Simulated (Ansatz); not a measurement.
# Settings and field gradients in Si₃N₄

Cell: an entry of the Crystallography Open Database (COD) whose atoms were relaxed with PBE, the cell held.

Space group P6_3/m (No. 176); a = 7.5950, c = 2.9023 Å, γ = 120.00°.

```
site  Wyckoff  site symmetry       x       y       z
  Si       6h            m..  0.7673  0.1736  0.2500
  N7       6h            m..  0.0294  0.3297  0.2500
 N13       2d           -6..  0.3333  0.6667  0.7499
```

One atom of each set is listed.

Reference run. Method: Kohn–Sham DFT in Ansatz, PBE, plane waves and PAW, scalar-relativistic, 420 eV cutoff, Γ-centred 4×4×10 k-points, Fermi–Dirac smearing 0.02 eV.

It gives V_zz (10²¹ V/m²) N7 -4.90 (η 0.07), Si 0.99 (η 0.42), among others. Each of these runs changes the input as listed (caps on SCF iterations aside):

A. hamiltonian.dispersion: not typed → d4; kpoints.mp_grid.grid: [4, 4, 10] → [3, 3, 8]
B. hamiltonian.pseudopotentials: pseudopotentials → PSEUDOPOTENTIALS
C. kpoints.mp_grid.shift: not typed → [0.5, 0.5, 0.5]; hamiltonian.xc: pbe → lda
D. hamiltonian.dispersion: not typed → d3bj

**Question.** How does each run end, and how far do the gradients move?

**Answer.** 

| run | N7 V_zz (η) | Si V_zz (η) | largest change of a gradient tensor, all atoms | note |
| --- | --- | --- | --- | --- |
| A | -4.90 (0.07) | 0.99 (0.42) | 0.00 | converged; mesh coarser than the reference's |
| B | – | – | – | refused: unknown field `PSEUDOPOTENTIALS` |
| C | -4.72 (0.08) | 0.98 (0.42) | 0.19 | converged; another functional; the mesh lowers the symmetry |
| D | -4.90 (0.07) | 0.99 (0.42) | 0.00 | converged |

Run C moves them most, on N13 (V_zz from -4.83 to -4.64). Run B holds a misspelt key.

Run C changes kpoints.mp_grid.shift, hamiltonian.xc together, so the table can't tell their shares apart.

On the reference run: At this cell the PBE pressure is 6 GPa, so with PBE the cell would grow if it were relaxed.
